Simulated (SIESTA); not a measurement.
Cu2O (Cuprite):

```
CELL_PARAMETERS angstrom
4.26000 0.00000 0.00000
0.00000 4.26000 0.00000
0.00000 0.00000 4.26000
ATOMIC_POSITIONS crystal
Cu 0.75000 0.25000 0.75000
Cu 0.75000 0.75000 0.25000
Cu 0.25000 0.75000 0.75000
Cu 0.25000 0.25000 0.25000
O 0.50000 0.50000 0.50000
O 0.00000 0.00000 0.00000
```

Base run:

- Program: SIESTA 5.4.2
- Functional: BLYP
- Potentials or basis: PseudoDojo 0.4 standard (PBE files)
- Basis: DZP (energy shift 0.002 Ry)
- Grid cutoff: 800 Ry
- Energy shift: 0.002 Ry
- k mesh: 6 × 6 × 6
- Occupations: fermi-dirac, width 0.05 eV
- Spin: no spin polarisation

Its results: band gap on the k mesh 0.60 eV, direct; pressure 9.1 GPa.

Question: The run is repeated on the same cell with these changes: functional from BLYP to WC; potentials or basis from PseudoDojo 0.4 standard (PBE files) to PseudoDojo 0.4 standard (PBEsol files). What comes out?

Answer: Band gap on the k mesh 0.46 eV, direct; pressure -2.0 GPa.

Caveats: semicore shells carry a single zeta, which can move pressures by several GPa and volumes by a few percent; the potentials were made for another functional, which shifts forces and pressure; the basis of atomic orbitals isn't converged, which shifts pressures, moduli and gaps.
